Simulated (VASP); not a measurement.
Input of a VASP 6.6.1 run:

File INCAR:

```
SYSTEM = GaSb
  ALGO = Fast
  EDIFF = 1E-6
  ENCUT = 520
  GGA = CA
  ISIF = 2
  ISMEAR = -1
  LASPH = .TRUE.
  LCHARG = .FALSE.
  LREAL = .FALSE.
  LWAVE = .FALSE.
  NELM = 60
  PREC = Accurate
  SIGMA = 0.05
```

KPOINTS

```
k-points
0
G
  8 8 8
  0 0 0
```

Contents of POSCAR:

```
GaSb
1.0
    0.0000000000      3.0590000000      3.0590000000
    3.0590000000      0.0000000000      3.0590000000
    3.0590000000      3.0590000000      0.0000000000
Sb Ga
1 1
Direct
    0.7500000000      0.7500000000      0.7500000000
    0.0000000000      0.0000000000      0.0000000000
```

The input KPOINTS_OPT:

```
path GXWKGLUWLK,UX
20
line-mode
reciprocal
 0.0000000000  0.0000000000  0.0000000000  G
 0.5000000000  0.0000000000  0.5000000000  X

 0.5000000000  0.0000000000  0.5000000000  X
 0.5000000000  0.2500000000  0.7500000000  W

 0.5000000000  0.2500000000  0.7500000000  W
 0.3750000000  0.3750000000  0.7500000000  K

 0.3750000000  0.3750000000  0.7500000000  K
 0.0000000000  0.0000000000  0.0000000000  G

 0.0000000000  0.0000000000  0.0000000000  G
 0.5000000000  0.5000000000  0.5000000000  L

 0.5000000000  0.5000000000  0.5000000000  L
 0.6250000000  0.2500000000  0.6250000000  U

 0.6250000000  0.2500000000  0.6250000000  U
 0.5000000000  0.2500000000  0.7500000000  W

 0.5000000000  0.2500000000  0.7500000000  W
 0.5000000000  0.5000000000  0.5000000000  L

 0.5000000000  0.5000000000  0.5000000000  L
 0.3750000000  0.3750000000  0.7500000000  K

 0.6250000000  0.2500000000  0.6250000000  U
 0.5000000000  0.0000000000  0.5000000000  X
```

Potentials or basis: VASP PAW LDA potentials, release 64 (Sb, Ga_d).

The run is started by

```sh
$ cat potpaw_LDA.64/Sb/POTCAR potpaw_LDA.64/Ga_d/POTCAR > POTCAR
$ mpirun -np 1 vasp_std > vasp.out
```

**Question.** Predict the band gap along the path.

**Answer.** None (metal or under the smearing width).

**Question.** Predict the pressure.

**Answer.** -1.5 GPa.

Levels at the corners of the path, in eV from the Fermi level:
| point | band 6 | band 7 | band 8 | band 9 | band 10 | band 11 | band 12 | band 13 |
| --- | --- | --- | --- | --- | --- | --- | --- | --- |
| Γ | -11.56 | -0.17 | -0.04 | -0.04 | -0.04 | 2.71 | 2.71 | 2.71 |
| X | -9.11 | -6.89 | -2.62 | -2.62 | 0.79 | 1.12 | 8.54 | 8.54 |
| X | -9.11 | -6.89 | -2.62 | -2.62 | 0.79 | 1.12 | 8.54 | 8.54 |
| W | -9.07 | -6.76 | -3.40 | -3.18 | 3.57 | 4.20 | 4.30 | 4.63 |
| W | -9.07 | -6.76 | -3.40 | -3.18 | 3.57 | 4.20 | 4.30 | 4.63 |
| K | -9.18 | -6.71 | -3.67 | -2.23 | 1.29 | 3.76 | 6.46 | 6.70 |
| K | -9.18 | -6.71 | -3.67 | -2.23 | 1.29 | 3.76 | 6.46 | 6.70 |
| Γ | -11.56 | -0.17 | -0.04 | -0.04 | -0.04 | 2.71 | 2.71 | 2.71 |
| Γ | -11.56 | -0.17 | -0.04 | -0.04 | -0.04 | 2.71 | 2.71 | 2.71 |
| L | -9.94 | -6.44 | -1.19 | -1.19 | 0.26 | 3.67 | 3.67 | 6.27 |
| L | -9.94 | -6.44 | -1.19 | -1.19 | 0.26 | 3.67 | 3.67 | 6.27 |
| U | -9.18 | -6.71 | -3.67 | -2.23 | 1.29 | 3.76 | 6.46 | 6.70 |
| U | -9.18 | -6.71 | -3.67 | -2.23 | 1.29 | 3.76 | 6.46 | 6.70 |
| W | -9.07 | -6.76 | -3.40 | -3.18 | 3.57 | 4.20 | 4.30 | 4.63 |
| W | -9.07 | -6.76 | -3.40 | -3.18 | 3.57 | 4.20 | 4.30 | 4.63 |
| L | -9.94 | -6.44 | -1.19 | -1.19 | 0.26 | 3.67 | 3.67 | 6.27 |
| L | -9.94 | -6.44 | -1.19 | -1.19 | 0.26 | 3.67 | 3.67 | 6.27 |
| K | -9.18 | -6.71 | -3.67 | -2.23 | 1.29 | 3.76 | 6.46 | 6.70 |
| U | -9.18 | -6.71 | -3.67 | -2.23 | 1.29 | 3.76 | 6.46 | 6.70 |
| X | -9.11 | -6.89 | -2.62 | -2.62 | 0.79 | 1.12 | 8.54 | 8.54 |

Caveat: spin-orbit coupling is left out, which moves the levels of the heavy elements.

**What was measured.**

A printed reference work, data compilation reports, for a bulk crystal of GaSb at 4.2 K: band gap 0.811 eV (direct).

A measured gap of GaSb is 0.811 eV (direct; 4.2 K; a printed reference work, data compilation); the calculated 0.00 eV misses it by -0.81 eV. Spin-orbit coupling on Ga, Sb is left out. The value is that of LDA, without temperature or zero-point motion. Semilocal functionals fall short of measured gaps as a rule.
